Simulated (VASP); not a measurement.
# CdTe (F-43m) in VASP: a series of runs, part 2 of 2

VASP 6.6.1. Earlier steps stand in the parts before.

## Step 3: Single point, LDA (grid = ENCUT=400 dk=0.45 cell=3x3x2 ISMEAR=0 SIGMA=0.05 LREAL=False EDIFF=1e-06)

The input, INCAR:

```
SYSTEM = CdTe
ALGO = Fast
EDIFF = 1E-6
ENCUT = 400
GGA = CA
ISIF = 2
ISMEAR = 0
KPAR = 2
LASPH = .True.
LCHARG = .False.
LREAL = .False.
LWAVE = .False.
NBANDS = 174
NCORE = 1
NELM = 120
PREC = Accurate
SIGMA = 0.05
```

The input, KPOINTS:

```
k-points
0
Gamma
  2 2 2
  0 0 0
```

The input, POSCAR:

```
CdTe
1.0
    0.0000000000      9.6150000000      9.6150000000
    9.6150000000      0.0000000000      9.6150000000
    6.4100000000      6.4100000000      0.0000000000
Cd Te
18 18
Direct
    0.2500000000      0.2500000000      0.3750000000
    0.0000000000      0.0000000000      0.0000000000
    0.0000000000      0.0000000000      0.5000000000
    0.0000000000      0.3333333333      0.0000000000
    0.0000000000      0.3333333333      0.5000000000
    0.0000000000      0.6666666667      0.0000000000
    0.0000000000      0.6666666667      0.5000000000
    0.3333333333      0.0000000000      0.0000000000
    0.3333333333      0.0000000000      0.5000000000
    0.3333333333      0.3333333333      0.0000000000
    0.3333333333      0.6666666667      0.0000000000
    0.3333333333      0.6666666667      0.5000000000
    0.6666666667      0.0000000000      0.0000000000
    0.6666666667      0.0000000000      0.5000000000
    0.6666666667      0.3333333333      0.0000000000
    0.6666666667      0.3333333333      0.5000000000
    0.6666666667      0.6666666667      0.0000000000
    0.6666666667      0.6666666667      0.5000000000
    0.2500000000      0.2500000000      0.8750000000
    0.2500000000      0.5833333333      0.3750000000
    0.2500000000      0.5833333333      0.8750000000
    0.2500000000      0.9166666667      0.3750000000
    0.2500000000      0.9166666667      0.8750000000
    0.5833333333      0.2500000000      0.3750000000
    0.5833333333      0.2500000000      0.8750000000
    0.5833333333      0.5833333333      0.3750000000
    0.5833333333      0.5833333333      0.8750000000
    0.5833333333      0.9166666667      0.3750000000
    0.5833333333      0.9166666667      0.8750000000
    0.9166666667      0.2500000000      0.3750000000
    0.9166666667      0.2500000000      0.8750000000
    0.9166666667      0.5833333333      0.3750000000
    0.9166666667      0.5833333333      0.8750000000
    0.9166666667      0.9166666667      0.3750000000
    0.9166666667      0.9166666667      0.8750000000
    0.3333333333      0.3333333333      0.5000000000
```

Potentials or basis: VASP PAW LDA potentials, release 64 (Cd, Te).

Run with:

```
> cat potpaw_LDA.64/Cd/POTCAR potpaw_LDA.64/Te/POTCAR > POTCAR
> mpirun -np 4 vasp_std > vasp.out
```

OUTCAR:

```text
SYSTEM = CdTe
   EDIFF = 1E-6
   ENCUT = 400
   GGA = CA
   ISIF = 2
   ISMEAR = 0
   LASPH = .True.
   LREAL = .False.
   NELM = 120
   PREC = Accurate

 Found      6 irreducible k-points:

 Following reciprocal coordinates:
            Coordinates               Weight
  0.000000  0.000000  0.000000      1.000000
  0.500000  0.000000  0.000000      2.000000
  0.500000  0.500000  0.000000      1.000000
  0.000000  0.000000  0.500000      1.000000
  0.500000  0.000000  0.500000      2.000000
  0.500000  0.500000  0.500000      1.000000
   k-points           NKPTS =      6   k-points in BZ     NKDIM =      6   number of bands    NBANDS=    174
   number of dos      NEDOS =    301   number of ions     NIONS =     36
   total plane-waves  NPLWV = 486000
   dimension x,y,z NGX =    90 NGY =   90 NGZ =   60
   dimension x,y,z NGXF=   180 NGYF=  180 NGZF=  120
   ions per type =              18  18
   NGX,Y,Z   is equivalent  to a cutoff of  11.00, 11.00, 11.00 a.u.
   NGXF,Y,Z  is equivalent  to a cutoff of  22.01, 22.01, 22.01 a.u.
 SYSTEM =  CdTe
   PREC   = accura    normal or accurate (medium, high low for compatibility)
   ISTART =      0    job   : 0-new  1-cont  2-samecut
   ICHARG =      2    charge: 1-file 2-atom 10-const
[... 66 lines left out ...]
      1     -10.2598      2.00000
      2      -8.8684      2.00000
      3      -8.8431      2.00000
      4      -8.8012      2.00000
      5      -8.6130      2.00000
      6      -8.6123      2.00000
[... 1051 lines left out ...]
    173       5.6203      0.00000
    174       5.7720      0.00000

------------------------ aborting loop because EDIFF is reached ----------------------------------------

  FORCE on cell =-STRESS in cart. coord.  units (eV):
  Direction    XX          YY          ZZ          XY          YZ          ZX
  --------------------------------------------------------------------------------------
  -------------------------------------------------------------------------------------
  Total        5.8320750      5.8320750      5.1775206     -0.3569454     -1.5051699     -1.5051699
  in kB        7.8840084      7.8840084      6.9991583     -0.4825316     -2.0347427     -2.0347428
  external PRESSURE =       7.5890584 kB  Pullay stress =       0.0000000 kB

 VOLUME and BASIS-vectors are now :
 -----------------------------------------------------------------------------
  energy-cutoff  :      400.00
  volume of cell :     1185.19
      direct lattice vectors                 reciprocal lattice vectors
     0.000000000  9.615000000  9.615000000    -0.052002080  0.052002080  0.052002080
     9.615000000  0.000000000  9.615000000     0.052002080 -0.052002080  0.052002080
     6.410000000  6.410000000  0.000000000     0.078003120  0.078003120 -0.078003120

 POSITION                                       TOTAL-FORCE (eV/Angst)
 -----------------------------------------------------------------------------------
      4.80750      4.80750      4.80750        -0.107739     -0.107739     -0.235346
      0.00000      0.00000      0.00000         0.008755      0.008755      0.014650
      3.20500      3.20500      0.00000        -0.002662     -0.002662      0.023082
      3.20500      0.00000      3.20500         0.036632     -0.027947     -0.108720
      6.41000      3.20500      3.20500        -0.159087      0.165263      0.154961
      6.41000      0.00000      6.41000         0.035460      0.005659      0.020812
[... 28 lines left out ...]
     14.42250     14.42250     17.62750        -0.006861     -0.006861     -0.016549
      6.41000      6.41000      6.41000        -0.604359     -0.604359     -0.311617
 -----------------------------------------------------------------------------------
    total drift:                               -0.000145     -0.000145     -0.000220

  FREE ENERGIE OF THE ION-ELECTRON SYSTEM (eV)
  ---------------------------------------------------
  free  energy   TOTEN  =      -103.7526008737 eV

  energy  without entropy=     -103.7389860940  energy(sigma->0) =     -103.74579348
```

OSZICAR:

```text
N       E                     dE             d eps       ncg     rms          rms(c)
DAV:   1     0.201922556117E+04    0.20192E+04   -0.12686E+05  2088   0.133E+03
DAV:   2     0.427194367977E+02   -0.19765E+04   -0.19474E+04  2314   0.352E+02
DAV:   3    -0.103982695058E+03   -0.14670E+03   -0.14575E+03  2264   0.941E+01
DAV:   4    -0.107717396877E+03   -0.37347E+01   -0.37149E+01  2376   0.125E+01
DAV:   5    -0.107804741017E+03   -0.87344E-01   -0.87236E-01  2360   0.183E+00    0.301E+01
RMM:   6    -0.104107948916E+03    0.36968E+01   -0.10332E+01  2089   0.770E+00    0.215E+01
RMM:   7    -0.103862457596E+03    0.24549E+00   -0.65161E+00  2152   0.359E+00    0.382E+00
RMM:   8    -0.103771587027E+03    0.90871E-01   -0.58901E-01  2191   0.176E+00    0.197E+00
RMM:   9    -0.103752987306E+03    0.18600E-01   -0.10437E-01  2231   0.552E-01    0.928E-01
RMM:  10    -0.103752197318E+03    0.78999E-03   -0.18578E-02  2271   0.234E-01    0.288E-01
RMM:  11    -0.103752580071E+03   -0.38275E-03   -0.41653E-03  2405   0.107E-01    0.111E-01
RMM:  12    -0.103752584305E+03   -0.42337E-05   -0.67570E-04  2296   0.510E-02    0.472E-02
RMM:  13    -0.103752599988E+03   -0.15683E-04   -0.17307E-04  2447   0.222E-02    0.339E-02
RMM:  14    -0.103752601340E+03   -0.13520E-05   -0.29465E-05  2380   0.913E-03    0.383E-02
RMM:  15    -0.103752602799E+03   -0.14595E-05   -0.20592E-05  2215   0.730E-03    0.741E-02
RMM:  16    -0.103752601083E+03    0.17167E-05   -0.15079E-05  2159   0.117E-02    0.152E-02
RMM:  17    -0.103752600874E+03    0.20907E-06   -0.21655E-06  1283   0.269E-03
   1 F= -.10375260E+03 E0= -.10374579E+03  d E =-.136148E-01
```

stdout:

```text
POSCAR found type information on POSCAR CdTe
 POSCAR found :  2 types and      36 ions
 scaLAPACK will be used
 -----------------------------------------------------------------------------
|                                                                             |
|                                                                             |
|     You have a (more or less) 'large supercell' and for larger cells it     |
|     might be more efficient to use real-space projection operators.         |
|     Therefore, try LREAL= Auto in the INCAR file.                           |
|     Mind: For very accurate calculation, you might also keep the            |
|     reciprocal projection scheme (i.e. LREAL=.FALSE.).                      |
|                                                                             |
 -----------------------------------------------------------------------------

 LDA part: xc-table for (Slater(with rela. corr.)+CA(PZ))
 , standard interpolation
 POSCAR, INCAR and KPOINTS ok, starting setup
 FFT: planning ... GRIDC
 FFT: planning ... GRID_SOFT
 FFT: planning ... GRID
 WAVECAR not read
 entering main loop
```

Run time: 10 min. Hardware: 4 MPI ranks of Intel Xeon Platinum 8375C at 2.90GHz (Ice Lake), shared host; peak memory 0.67 GiB.

These settings aren't checked as converged: the numbers below hold their error.

Results:

| Property | Result |
| --- | --- |
| Free energy | -103.7526 eV |
| Pressure | 0.8 GPa |
| Largest force | 1.638 eV/Å |
| Band gap on the k mesh | none (metal or under the smearing width) |

Caveat: the k mesh is coarse (spacing up to 0.42 Å⁻¹), so the values aren't converged.

## Step 4: Single point, LDA (grid = ENCUT=400 dk=0.45 cell=3x3x2 ISMEAR=0 SIGMA=0.02 LREAL=Auto EDIFF=1e-06)

INCAR, as its differences from that of step 3:

```diff
@@ -10,3 +10,3 @@
 LCHARG = .False.
-LREAL = .False.
+LREAL = Auto
 LWAVE = .False.
@@ -16,2 +16,2 @@
 PREC = Accurate
-SIGMA = 0.05
+SIGMA = 0.02
```

KPOINTS is that of step 3.

POSCAR is that of step 3.

Run with:

```
> cat potpaw_LDA.64/Cd/POTCAR potpaw_LDA.64/Te/POTCAR > POTCAR
> mpirun -np 4 vasp_std > vasp.out
```

It took 7.4 min on 4 MPI ranks of Intel Xeon Platinum 8375C at 2.90GHz (Ice Lake), shared host; peak memory 0.66 GiB.

The run converged, but some of its settings lie outside the range that counts as converged, so its numbers aren't taken as properties of the crystal.

What came out:

```yaml
Free_energy: -103.7599 eV
Pressure: 0.7 GPa
Largest_force: 1.638 eV/Å
Band_gap_on_the_k_mesh: none (metal or under the smearing width)
```

Caveat: the k mesh is coarse (spacing up to 0.42 Å⁻¹), so the values aren't converged.

## Step 5: Single point, LDA (grid = ENCUT=460 dk=0.45 cell=3x3x2 ISMEAR=0 SIGMA=0.05 LREAL=Auto EDIFF=1e-06)

INCAR, as its differences from that of step 4:

```diff
@@ -3,3 +3,3 @@
 EDIFF = 1E-6
-ENCUT = 400
+ENCUT = 460
 GGA = CA
@@ -16,2 +16,2 @@
 PREC = Accurate
-SIGMA = 0.02
+SIGMA = 0.05
```

KPOINTS is that of step 4.

POSCAR is that of step 4.

Run with:

```
> cat potpaw_LDA.64/Cd/POTCAR potpaw_LDA.64/Te/POTCAR > POTCAR
> mpirun -np 4 vasp_std > vasp.out
```

It took 9.2 min on 4 MPI ranks of Intel Xeon Platinum 8375C at 2.90GHz (Ice Lake), shared host; peak memory 0.78 GiB.

These settings aren't checked as converged: the numbers below hold their error.

What came out:

- Free energy: -103.8003 eV
- Pressure: 1.1 GPa
- Largest force: 1.639 eV/Å
- Band gap on the k mesh: none (metal or under the smearing width)

Caveat: the k mesh is coarse (spacing up to 0.42 Å⁻¹), so the values aren't converged.

## Step 6: Single point, LDA (grid = ENCUT=650 dk=0.45 cell=3x3x2 ISMEAR=0 SIGMA=0.05 LREAL=Auto EDIFF=1e-06)

INCAR, as its differences from that of step 5:

```diff
@@ -3,3 +3,3 @@
 EDIFF = 1E-6
-ENCUT = 460
+ENCUT = 650
 GGA = CA
```

KPOINTS is that of step 5.

POSCAR is that of step 5.

Potentials or basis: VASP PAW LDA potentials, release 64 (Cd, Te).

Run with:

```
> cat potpaw_LDA.64/Cd/POTCAR potpaw_LDA.64/Te/POTCAR > POTCAR
> mpirun -np 4 vasp_std > vasp.out
```

It took 20 min on 4 MPI ranks of Intel Xeon Platinum 8375C at 2.90GHz (Ice Lake), shared host; peak memory 1.2 GiB.

These settings aren't checked as converged: the numbers below hold their error.

What came out:

```yaml
Free_energy: -103.7983 eV
Pressure: 1.1 GPa
Largest_force: 1.639 eV/Å
Band_gap_on_the_k_mesh: none (metal or under the smearing width)
```

Caveat: the k mesh is coarse (spacing up to 0.42 Å⁻¹), so the values aren't converged.
